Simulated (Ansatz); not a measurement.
## MoS₂

Level of theory: DFT, r²SCAN, scalar-relativistic, collinear spin; plane waves to 500 eV with PAW datasets (Ansatz 0.2.0), Γ-centred 8×8×2 mesh, 0.05 eV Gaussian smearing; PAW files: Ansatz's generated set soft_2.

```
Mo S
1.0
     3.18459    0.00000    0.00000
    -1.59230    2.75794    0.00000
     0.00000    0.00000   12.96394
Mo S
2 4
Direct
  0.33333 0.66667 0.25000
  0.66667 0.33333 0.75000
  0.33333 0.66667 0.63025
  0.66667 0.33333 0.13025
  0.33333 0.66667 0.86975
  0.66667 0.33333 0.36975
```

The chain of runs began from a cell as deposited in COD, expanded in volume.

Magnetic state: non-magnetic, site spin moments none.

The cell has space group P6_3/mmc (read at 0.01 Å). In it the stress is -0.01, -0.01, 0.05, 0.00, 0.00, 0.00 GPa and the largest force component 0.001 eV/Å. Each change below starts from this cell, without further relaxation. Stress is in GPa, positive in compression, in the order xx, yy, zz, yz, xz, xy; energies are counted from the cell above.

**Question.** What happens when atom 5 (S) is moved by 0.08 Å along z?

**Answer.** The energy changes by 53.3 meV per cell, and the force on it along the shift is -1.293 eV/Å (−F/u = 16.16 eV/Å²). Stress: -0.98, -0.98, -3.17, 0.00, 0.00, 0.00.
```tsv
atom	Fx (eV/Å)	Fy	Fz
Mo1	0.000	0.000	0.000
Mo2	0.000	0.000	1.127
S3	0.000	0.000	0.153
S4	0.000	0.000	0.009
S5	0.000	0.000	-1.293
S6	0.000	0.000	0.002
```
In a harmonic crystal the energy would rise by −½F·u = ½ × 16.16 × 0.08² eV = 51.7 meV, close to the run's value; the rest is anharmonic or numerical.

**Question.** A single strain component, atoms carried along, gave the stress -2.23, -6.75, -2.38, 0.00, 0.00, 0.00. Which component, and about how large?

**Answer.** An engineering strain of 3 % in yy; the energy changes by 74.6 meV per cell.

**Question.** All atoms and the cell are disturbed at random:
```xyz
6
Lattice="3.1787 0.0181 -0.0338 -1.5737 2.7728 0.0460 -0.1376 0.1367 12.9884" Properties=species:S:1:pos:R:3 pbc="T T T"
Mo   -0.0531    1.8957    3.3131
Mo    1.5246    1.0298    9.6894
S    -0.1307    1.9476    8.2057
S     1.6111    0.9710    1.7168
S    -0.0864    1.9752   11.2798
S     1.5366    0.9636    4.7969
```
Give the energy change, the stress and the forces.

**Answer.** 115.5 meV per cell; stress 0.61, -0.76, 2.12, -1.78, 1.82, -0.18 GPa.
```
atom  Fx (eV/Å)      Fy      Fz
 Mo1      0.732  -0.089  -0.864
 Mo2     -0.969   0.186   0.853
  S3      0.581   0.201  -0.702
  S4     -0.850   0.137   0.180
  S5      0.387  -0.387  -0.137
  S6      0.119  -0.047   0.669
```

The structure is built of weakly bound layers, and this functional has no dispersion term, so their spacing and all that hangs on it (volume, the soft elastic constants, low modes, dielectric constants) are poorly given. The relaxed cell is 6 % larger in volume than the cell of this structure in the Crystallography Open Database (17.86 Å³/atom, 2002).
